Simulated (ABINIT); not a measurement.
Input of an ABINIT 10.8.3 (patched build) run:

Contents of run.abi:

```
# Datasets: ground state, then fixed potential
ndtset 2

# Pseudopotentials
pp_dirpath "./"
pseudos "N.upf, B.upf"

# Structure
acell 2.5539396017 2.5539396017 4.226855 Angstrom
rprim
     1.0000000000     0.0000000000     0.0000000000
    -0.5000000000     0.8660254038     0.0000000000
     0.0000000000     0.0000000000     1.0000000000
ntypat 2
znucl 7 5
natom 4
typat 1 1 2 2
xcart
    -0.0000000002     1.4745177166     0.5295234870
     1.2769698010     0.7372588582     2.6429509870
    -0.0000000002     1.4745177166     2.1122608880
     1.2769698010     0.7372588582     4.2256883880 Angstrom

# Plane-wave basis
ecut 42.0

# Exchange and correlation
ixc 11

# Bands and occupations
occopt 3
tsmear 0.05 eV

# SCF cycle
nstep 100

# Output
iomode 3
prtwf 0
prteig 0
prtebands 0
enunit 1
prtden1 1

# Dataset 1
kptopt1 1
ngkpt1 12 12 6
nshiftk1 1
shiftk1 0.0 0.0 0.0
nband1 12
tolvrs1 1.0e-10

# Dataset 2: bands along G-M-K-G-A-L-H-A
iscf2 -2
getden2 1
nband2 18
nbdbuf2 4
tolwfr2 1.0e-11
kptopt2 -7
ndivsm2 8
prteig2 1
kptbounds2
     0.0000000000     0.0000000000     0.0000000000
     0.5000000000     0.0000000000     0.0000000000
     0.3333333333     0.3333333333     0.0000000000
     0.0000000000     0.0000000000     0.0000000000
     0.0000000000     0.0000000000     0.5000000000
     0.5000000000     0.0000000000     0.5000000000
     0.3333333333     0.3333333333     0.5000000000
     0.0000000000     0.0000000000     0.5000000000
```

Potentials or basis: PseudoDojo NC SR PBE v0.4.1 standard.

Launch:

```bash
$ abinit run.abi > log 2>&1
```

Predict the band gap along the path.

5.27 eV, indirect (least direct gap 8.28 eV).

Estimate the pressure.

-0.4 GPa.

Estimate the band gap on the k mesh.

5.27 eV, indirect (least direct gap 8.29 eV).

Levels at the corners of the path, in eV from the valence-band top:
| point | band 6 | band 7 | band 8 | band 9 | band 10 | band 11 |
| --- | --- | --- | --- | --- | --- | --- |
| Γ | -0.27 | 0.00 | 0.00 | 8.39 | 8.39 | 8.58 |
| M | -4.93 | -4.36 | -2.10 | 6.77 | 7.99 | 10.62 |
| K | -5.38 | -5.37 | -5.37 | 5.27 | 13.38 | 13.38 |
| Γ | -0.27 | 0.00 | 0.00 | 8.39 | 8.39 | 8.58 |
| A | -1.16 | -1.16 | -1.16 | 9.47 | 9.47 | 9.94 |
| L | -3.73 | -3.55 | -3.55 | 6.62 | 6.62 | 10.06 |
| H | -7.64 | -3.01 | -3.01 | 9.32 | 9.32 | 10.19 |
| A | -1.16 | -1.16 | -1.16 | 9.47 | 9.47 | 9.94 |

PBE gaps usually lie below the measured ones, often by a third to a half.
